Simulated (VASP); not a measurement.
Crystal: KTaO3.

```
K Ta O
1.0
     3.98830    0.00000    0.00000
     0.00000    3.98830    0.00000
     0.00000    0.00000    3.98830
K Ta O
1 1 3
Direct
  0.50000 0.50000 0.50000
  0.00000 0.00000 0.00000
  0.50000 0.00000 0.00000
  0.00000 0.50000 0.00000
  0.00000 0.00000 0.50000
```

```yaml
Program: VASP 6.6.1
Task: relaxation of cell and atoms
Functional: PBE
Potentials_or_basis: VASP PAW PBE potentials, release 64 (K_sv, Ta_pv, O)
Cutoff: 600 eV
k_mesh: 8 × 8 × 8
Occupations: gaussian, width 0.03 eV
Spin: no spin polarisation
```

At the start: pressure 5.9 GPa; volume 12.69 Å³/atom.

Question: Where does the relaxation end?

Answer: Over 3 steps the energy falls by 6.8 meV/atom and the volume is 13.07 Å³/atom (+3.0 %); space group Pm-3m (No. 221, to 0.05 Å).

The path:
```csv
step,energy change (eV),largest force (eV/Å),pressure (GPa),volume (Å³)
1,0.0000,0.0000,5.90,63.44
2,0.0186,0.0000,-6.49,67.83
3,-0.0339,0.0000,-0.05,65.34
```

Final structure:
```
K Ta O
1.0
     4.02782    0.00000    0.00000
     0.00000    4.02782    0.00000
     0.00000    0.00000    4.02782
K Ta O
1 1 3
Cartesian
  2.0139 2.0139 2.0139
  0.0000 0.0000 0.0000
  2.0139 0.0000 0.0000
  0.0000 2.0139 0.0000
  0.0000 0.0000 2.0139
```
